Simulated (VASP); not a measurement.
# PbS in VASP: single point with PBEsol

Aim: the single point of PbS with PBEsol.

Program: VASP 6.6.1. These are calculated values, not measurements. Logs are shortened: lines on timing, memory, paths and dates and some standing lists are left out, and cuts for length are marked.

### 1 Starting point

The cell holds a slab with vacuum, 4 atoms: a = 11.298 Å, b = 4.250 Å, c = 4.250 Å, α = 89.97°, β = 90.00°, γ = 90.00°.

### 2 Single point, PBEsol

File INCAR:

```
PREC     = Accurate       # precision mode
ENCUT    = 520            # plane-wave cutoff, eV
EDIFF    = 1E-7           # SCF threshold, eV
ISMEAR   = 0              # smearing method
SIGMA    = 0.01           # smearing width, eV
LREAL    = False          # projectors in reciprocal space
LASPH    = True           # aspherical terms in the spheres
NELM     = 100            # most SCF steps
ALGO     = Normal         # electronic algorithm
ISIF     = 2              # what is computed and relaxed
LWAVE    = False          # write WAVECAR
LCHARG   = False          # write CHGCAR
GGA      = PS             # functional
NBANDS   = 28             # bands
```

File KPOINTS:

```
Automatic mesh
0
Gamma
  2 4 4
```

File POSCAR:

```
PbS
1.0
   11.2982770000      0.0000000000      0.0000000000
    0.0000000000      3.0043750000      3.0061810000
    0.0000000000     -3.0043750000      3.0061810000
Pb S
2 2
Direct
    0.6245810000      0.2566380000      0.7566380000
    0.3754190000      0.7566380000      0.2566380000
    0.6136750000      0.7643620000      0.2643620000
    0.3863250000      0.2643620000      0.7643620000
```

Potentials or basis: VASP PAW PBE potentials, release 64 (Pb_d, S).

The run is started by

```sh
cat potpaw_PBE.64/Pb_d/POTCAR potpaw_PBE.64/S/POTCAR > POTCAR
mpirun -np 1 vasp_std > vasp.out
```

OUTCAR:

```text
PREC = Accurate
   ENCUT = 520
   EDIFF = 1E-7
   ISMEAR = 0
   LREAL = False
   LASPH = True
   NELM = 100
   ISIF = 2
   GGA = PS

 ion  position               nearest neighbor table
   1  0.625  0.257  0.757-   4 2.69   3 2.96   3 3.01   3 3.01   3 3.06   2 4.12   2 4.12   2 4.12
                             2 4.12
   2  0.375  0.757  0.257-   3 2.69   4 2.96   4 3.01   4 3.01   4 3.06   1 4.12   1 4.12   1 4.12
                             1 4.12
   3  0.614  0.764  0.264-   2 2.69   1 2.96   1 3.01   1 3.01   1 3.06
   4  0.386  0.264  0.764-   1 2.69   2 2.96   2 3.01   2 3.01   2 3.06

  LATTYP: Found a base centered orthorhombic cell.
 ALAT       =     6.0087500000
 B/A-ratio  =     1.0006011234
 C/A-ratio  =     1.8803040566

  Lattice vectors:

 A1 = (   0.0000000000,   3.0043750000,  -3.0061810000)
 A2 = (   0.0000000000,   3.0043750000,   3.0061810000)
 A3 = (  11.2982770000,   0.0000000000,   0.0000000000)

Analysis of symmetry for initial positions (statically):
=====================================================================
 Subroutine PRICEL returns:
 Original cell was already a primitive cell.

 Routine SETGRP: Setting up the symmetry group for a
 base centered orthorhombic supercell.

 Subroutine GETGRP returns: Found  4 space group operations
 (whereof  2 operations were pure point group operations)
 out of a pool of  8 trial point group operations.

The static configuration has the point symmetry C_2 .
 The point group associated with its full space group is C_2v.

Analysis of symmetry for dynamics (positions and initial velocities):
=====================================================================
 Subroutine PRICEL returns:
 Original cell was already a primitive cell.

 Routine SETGRP: Setting up the symmetry group for a
 base centered orthorhombic supercell.

 Subroutine GETGRP returns: Found  4 space group operations
 (whereof  2 operations were pure point group operations)
 out of a pool of  8 trial point group operations.

The dynamic configuration has the point symmetry C_2 .
 The point group associated with its full space group is C_2v.

 Subroutine INISYM returns: Found  4 space group operations
 (whereof  2 operations are pure point group operations),
 and found     1 'primitive' translations

----------------------------------------------------------------------------------------

                                     Primitive cell

  volume of cell :     204.0852

  direct lattice vectors                    reciprocal lattice vectors
    11.298277000  0.000000000  0.000000000     0.088509071  0.000000000  0.000000000
     0.000000000  3.004375000  3.006181000     0.000000000  0.166423965  0.166323984
     0.000000000 -3.004375000  3.006181000     0.000000000 -0.166423965  0.166323984

  length of vectors
    11.298277000  4.250105098  4.250105098     0.088509071  0.235288342  0.235288342

  position of ions in fractional coordinates (direct lattice)
     0.624581000  0.256638000  0.756638000
     0.375419000  0.756638000  0.256638000
     0.613675000  0.764362000  0.264362000
     0.386325000  0.264362000  0.764362000

  ion indices of the primitive-cell ions
   primitive index   ion index
                 1           1
                 2           2
                 3           3
                 4           4

----------------------------------------------------------------------------------------

 KPOINTS: Automatic mesh

Automatic generation of k-mesh.
 Grid dimensions read from file:
 generate k-points for:    2    4    4

 Generating k-lattice:

  Cartesian coordinates                     Fractional coordinates (reciprocal lattice)
     0.044254535  0.000000000  0.000000000     0.500000000  0.000000000  0.000000000
     0.000000000  0.041605991  0.041580996     0.000000000  0.250000000  0.000000000
     0.000000000 -0.041605991  0.041580996     0.000000000  0.000000000  0.250000000

  Length of vectors
     0.044254535  0.058822085  0.058822085

  Shift w.r.t. Gamma in fractional coordinates (k-lattice)
     0.000000000  0.000000000  0.000000000

 Subroutine IBZKPT returns following result:
 ===========================================

 Found     14 irreducible k-points:

 Following reciprocal coordinates:
            Coordinates               Weight
  0.000000  0.000000  0.000000      1.000000
  0.500000  0.000000  0.000000      1.000000
  0.000000  0.250000 -0.000000      4.000000
  0.500000  0.250000 -0.000000      4.000000
  0.000000  0.500000 -0.000000      2.000000
  0.500000  0.500000 -0.000000      2.000000
  0.000000  0.250000  0.250000      2.000000
  0.500000  0.250000  0.250000      2.000000
  0.000000  0.500000  0.250000      4.000000
  0.500000  0.500000  0.250000      4.000000
  0.000000 -0.250000  0.250000      2.000000
  0.500000 -0.250000  0.250000      2.000000
  0.000000  0.500000  0.500000      1.000000
  0.500000  0.500000  0.500000      1.000000
   k-points           NKPTS =     14   k-points in BZ     NKDIM =     14   number of bands    NBANDS=     28
   number of dos      NEDOS =    301   number of ions     NIONS =      4
   total plane-waves  NPLWV =  86016
   dimension x,y,z NGX =    84 NGY =   32 NGZ =   32
   dimension x,y,z NGXF=   168 NGYF=   64 NGZF=   64
   ions per type =               2   2
   NGX,Y,Z   is equivalent  to a cutoff of  12.36, 12.52, 12.52 a.u.
   NGXF,Y,Z  is equivalent  to a cutoff of  24.72, 25.03, 25.03 a.u.
 SYSTEM =  unknown system
   PREC   = accura    normal or accurate (medium, high low for compatibility)
   ISTART =      0    job   : 0-new  1-cont  2-samecut
   ICHARG =      2    charge: 1-file 2-atom 10-const
   ISPIN  =      1    spin polarized calculation?
   LNONCOLLINEAR =      F non collinear calculations
   LSORBIT =      F    spin-orbit coupling
   LASPH  =      T    aspherical Exc in radial PAW
   ENCUT  =  520.0 eV  38.22 Ry    6.18 a.u.  21.01  7.90  7.90*2*pi/ulx,y,z
   NELM   =    100;   NELMIN=  2; NELMDL= -5     # of ELM steps
   EDIFF  = 0.1E-06   stopping-criterion for ELM
   LREAL  =      F    real-space projection
   EDIFFG = 0.1E-05   stopping-criterion for IOM
   NSW    =      0    number of steps for IOM
   IBRION =     -1    ionic relax: 0-MD 1-quasi-New 2-CG
   NFREE  =      0    steps in history (QN), initial steepest desc. (CG)
   ISIF   =      2    stress and relaxation
   ISYM   =      2    0-nonsym 1-usesym 2-fastsym
   POTIM  = 0.5000    time-step for ionic-motion
   TEBEG  =    0.0;   TEEND  =   0.0 temperature during run
   PSTRESS=    0.0 pullay stress
   NELECT =      40.0000    total number of electrons
   NUPDOWN=      -1.0000    fix difference up-down
   EMIN   =  10.00;   EMAX   =-10.00  energy-range for DOS
   EFERMI =   0.00;   METHOD = LEGACY
   ISMEAR =     0;   SIGMA  =   0.01  broadening in eV -4-tet -1-fermi 0-gaus
   EFERMI_NEDOS =   21; number of points for ismear=-14 and -15
   IALGO  =     38    algorithm
   IMIX   =      4    mixing-type and parameters
     AMIX     =   0.40;   BMIX     =  1.00
     AMIX_MAG =   1.60;   BMIX_MAG =  1.00
  volume/ion in A,a.u.               =      51.02       344.31
  Fermi-wavevector in a.u.,A,eV,Ry     =   0.950950  1.797035 12.303828  0.904306
  Thomas-Fermi vector in A             =   2.079375
   LORBIT       =      0    0 simple, 1 ext, 2 COOP (PROOUT), +10 PAW based schemes
   GGA     = PS    functional components
   LHFCALC =     F    Hartree Fock is set to
   AEXX    =    0.0000 exact exchange contribution
   IVDW    =     0    specifies the selected vdW correction
   LEPSILON=     F    determine dielectric tensor
   LRPA    =     F    only Hartree local field effects (RPA)
 non-spin polarized calculation
 Gauss-broadening in eV      SIGMA  =   0.01
  energy-cutoff  :      520.00
  volume of cell :      204.09
 maximum number of plane-waves:      5520
   NGX = 43   NGY = 15   NGZ = 15

 number of electron      39.9999997 magnetization

 Free energy of the ion-electron system (eV)
  ---------------------------------------------------
  ext. energy  EPLUGINS =         0.00000000
  ---------------------------------------------------
  free energy    TOTEN  =       -18.50156553 eV

  energy without entropy =      -18.50156553  energy(sigma->0) =      -18.50156553

 E-fermi :   0.1643     XC(G=0):  -5.9005

 val. band max:        0.0708137726   @ k =   0.0000   0.5000  -0.0000
 cond. band min:       2.0898108112   @ k =   0.5000   0.5000  -0.0000
 fundamental gap:      2.0189970386
 Fermi energy:         0.1643035983

 k-point     1 :       0.0000    0.0000    0.0000
  band No.  band energies     occupation
      1     -15.9637      2.00000
      2     -15.8626      2.00000
      3     -15.8447      2.00000
      4     -15.8435      2.00000
      5     -15.8264      2.00000
      6     -15.8240      2.00000
[... 20 lines left out ...]
     27       6.3949      0.00000
     28       6.4259      0.00000

 k-point     2 :       0.5000    0.0000    0.0000
  band No.  band energies     occupation
      1     -15.9637      2.00000
      2     -15.8626      2.00000
      3     -15.8447      2.00000
      4     -15.8435      2.00000
      5     -15.8264      2.00000
      6     -15.8240      2.00000
[... 20 lines left out ...]
     27       6.3956      0.00000
     28       6.4267      0.00000

 k-point     3 :       0.0000    0.2500   -0.0000
  band No.  band energies     occupation
      1     -15.9331      2.00000
      2     -15.8515      2.00000
      3     -15.8465      2.00000
      4     -15.8399      2.00000
      5     -15.8352      2.00000
      6     -15.8290      2.00000
[... 20 lines left out ...]
     27       5.6186      0.00000
     28       6.9916      0.00000

 k-point     4 :       0.5000    0.2500   -0.0000
  band No.  band energies     occupation
      1     -15.9331      2.00000
      2     -15.8515      2.00000
      3     -15.8465      2.00000
      4     -15.8399      2.00000
      5     -15.8352      2.00000
      6     -15.8290      2.00000
[... 20 lines left out ...]
     27       5.6715      0.00000
     28       6.6576      0.00000

 k-point     5 :       0.0000    0.5000   -0.0000
  band No.  band energies     occupation
      1     -15.8820      2.00000
      2     -15.8820      2.00000
      3     -15.8504      2.00000
      4     -15.8504      2.00000
      5     -15.8291      2.00000
      6     -15.8291      2.00000
[... 20 lines left out ...]
     27       6.2341      0.00000
     28       6.2341      0.00000

 k-point     6 :       0.5000    0.5000   -0.0000
  band No.  band energies     occupation
      1     -15.8820      2.00000
      2     -15.8820      2.00000
      3     -15.8504      2.00000
      4     -15.8504      2.00000
      5     -15.8291      2.00000
      6     -15.8291      2.00000
[... 153 lines left out ...]
      5     -15.8348      2.00000
      6     -15.8224      2.00000
[... 20 lines left out ...]
     27       5.6640      0.00000
     28       6.6879      0.00000

 k-point    12 :       0.5000   -0.2500    0.2500
  band No.  band energies     occupation
      1     -15.9274      2.00000
      2     -15.8782      2.00000
      3     -15.8376      2.00000
      4     -15.8375      2.00000
      5     -15.8348      2.00000
      6     -15.8224      2.00000
[... 20 lines left out ...]
     27       6.1252      0.00000
     28       6.7579      0.00000

 k-point    13 :       0.0000    0.5000    0.5000
  band No.  band energies     occupation
      1     -15.9537      2.00000
      2     -15.9536      2.00000
      3     -15.8433      2.00000
      4     -15.8431      2.00000
      5     -15.8199      2.00000
      6     -15.8197      2.00000
[... 20 lines left out ...]
     27       6.4466      0.00000
     28       6.4490      0.00000

 k-point    14 :       0.5000    0.5000    0.5000
  band No.  band energies     occupation
      1     -15.9537      2.00000
      2     -15.9536      2.00000
      3     -15.8433      2.00000
      4     -15.8431      2.00000
      5     -15.8199      2.00000
      6     -15.8197      2.00000
[... 20 lines left out ...]
     27       6.4526      0.00000
     28       6.4552      0.00000

------------------------ aborting loop because EDIFF is reached ----------------------------------------

  FORCE on cell =-STRESS in cart. coord.  units (eV):
  Direction    XX          YY          ZZ          XY          YZ          ZX
  --------------------------------------------------------------------------------------
  -------------------------------------------------------------------------------------
  Total       -1.4161116     -1.9652892     -1.9602522      0.0000000      0.0000000      0.0000000
  in kB      -11.1172302    -15.4285664    -15.3890233      0.0000000      0.0000000      0.0000000
  external PRESSURE =     -13.9782733 kB  Pullay stress =       0.0000000 kB

 VOLUME and BASIS-vectors are now :
 -----------------------------------------------------------------------------
  energy-cutoff  :      520.00
  volume of cell :      204.09
      direct lattice vectors                 reciprocal lattice vectors
    11.298277000  0.000000000  0.000000000     0.088509071  0.000000000  0.000000000
     0.000000000  3.004375000  3.006181000     0.000000000  0.166423965  0.166323984
     0.000000000 -3.004375000  3.006181000     0.000000000 -0.166423965  0.166323984

 POSITION                                       TOTAL-FORCE (eV/Angst)
 -----------------------------------------------------------------------------------
      7.05669     -1.50219      3.04609        -0.279126      0.000000     -0.006410
      4.24159      1.50219      3.04609         0.279126      0.000000     -0.006410
      6.93347      1.50219      3.09253        -0.225895      0.000000      0.006410
      4.36481     -1.50219      3.09253         0.225895      0.000000      0.006410
 -----------------------------------------------------------------------------------
    total drift:                                0.000000     -0.000002     -0.000518

  FREE ENERGIE OF THE ION-ELECTRON SYSTEM (eV)
  ---------------------------------------------------
  free  energy   TOTEN  =       -18.5015655256 eV

  energy  without entropy=      -18.5015655256  energy(sigma->0) =      -18.50156553
```

Wall time 38 s (1 thread of Intel Xeon 6975P-C (Granite Rapids), shared host); peak memory 0.3 GiB.

What came out:

* Free energy: -18.5016 eV
* Largest force: 0.279 eV/Å
* Band gap on the k mesh: 2.02 eV, direct

Forces in eV/Å, atoms in the order of the input:
```
Pb  -0.279  0.000 -0.006
Pb   0.279  0.000 -0.006
S   -0.226  0.000  0.006
S    0.226  0.000  0.006
```

Caveat: the PAW data sets were made with another functional, which shifts forces and pressure a little; spin-orbit coupling is left out, which as a rule narrows the gap of such compounds by several tenths of an eV.
